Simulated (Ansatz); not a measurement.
BaTiO3:

```
Ba Ti O
1.0
     3.99980    0.00000    0.00000
     0.00000    3.99980    0.00000
     0.00000    0.00000    4.01800
Ba Ti O
1 1 3
Direct
  0.00000 0.00000 0.00000
  0.50000 0.50000 0.49000
  0.00000 0.50000 0.51700
  0.50000 0.00000 0.51700
  0.50000 0.50000 0.01900
```

| Property | Result |
| --- | --- |
| Program | Ansatz 0.2.0 |
| Task | relaxation of cell and atoms |
| Functional | revPBE |
| Dispersion | D4 |
| Potentials or basis | Ansatz PAW |
| Cutoff | 420 eV (not typed: the program's choice for these potentials) |
| k mesh | 7 × 7 × 7 |
| Occupations | fermi-dirac, width 0.05 eV |
| Spin | no spin polarisation |

At the start: volume 12.86 Å³/atom.

Task: How do energy, volume and symmetry change on relaxing?

Result: It ends after 12 steps and the volume is 13.10 Å³/atom (+1.9 %); space group P4mm (No. 99, to 0.05 Å).

Step by step:
```csv
step,energy change (eV),largest force (eV/Å),volume (Å³)
1,0.0000,0.3383,64.28
2,-0.0035,0.2530,64.47
3,-0.0056,0.2270,64.44
4,-0.0129,0.1601,64.56
5,-0.0147,0.2549,65.25
6,-0.0180,0.0570,65.40
7,-0.0184,0.0250,65.32
8,-0.0184,0.0006,65.34
9,-0.0232,0.0005,65.34
10,-0.0230,0.0028,65.49
11,-0.0229,0.0069,65.52
12,-0.0236,0.0069,65.52
```

Final structure:
```
CELL_PARAMETERS angstrom
3.97369 0.00000 0.00000
0.00000 3.97369 0.00000
0.00000 0.00000 4.14958
ATOMIC_POSITIONS crystal
Ba 0.00000 0.00000 0.99155
Ti 0.50000 0.50000 0.47485
O 0.00000 0.50000 0.51990
O 0.50000 0.00000 0.51990
O 0.50000 0.50000 0.03680
```

Caveat: the plane-wave basis is chosen anew once the cell has moved, so the energies of steps on either side of that aren't comparable; the pressure holds a Pulay correction of +0.5 GPa for the finite cutoff; the PAW data sets come from PBE, with cores solved anew for the run's functional, which leaves a small shift of forces and pressure.
